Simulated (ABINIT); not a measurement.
A run of ABINIT 10.8.3 (patched build) is set up as follows.

File run.abi:

```
pp_dirpath "./"
pseudos "Sb.upf"

acell 8.5163565957 8.5163565957 8.5163565957
rprim
     0.4780034715     0.2759754330     0.8338766345
    -0.4780034715     0.2759754330     0.8338766345
     0.0000000000    -0.5519508659     0.8338766345
ntypat 1
znucl 51
natom 2
typat 1 1
xred
     0.7665100000     0.7665100000     0.7665100000
     0.2334900000     0.2334900000     0.2334900000

ecut 40.0

kptopt 1
ngkpt 6 6 6
nshiftk 1
shiftk 0.0 0.0 0.0

ixc 11

nband 19
occopt 3
tsmear 0.05 eV

nstep 100
tolvrs 1.0e-10

iomode 3
prtwf 0
prtden 0
prteig 0
prtebands 0
enunit 2
prtvol 2
```

Potentials or basis: PseudoDojo NC SR PBE v0.4.1 standard.

Launch:

```bash
$ mpirun --bind-to none -np 4 abinit run.abi > log 2>&1
```

(1) Predict the largest force.

(2) Predict the pressure.

## Answers

(1) 0.094 eV/Å.

(2) 2.7 GPa.
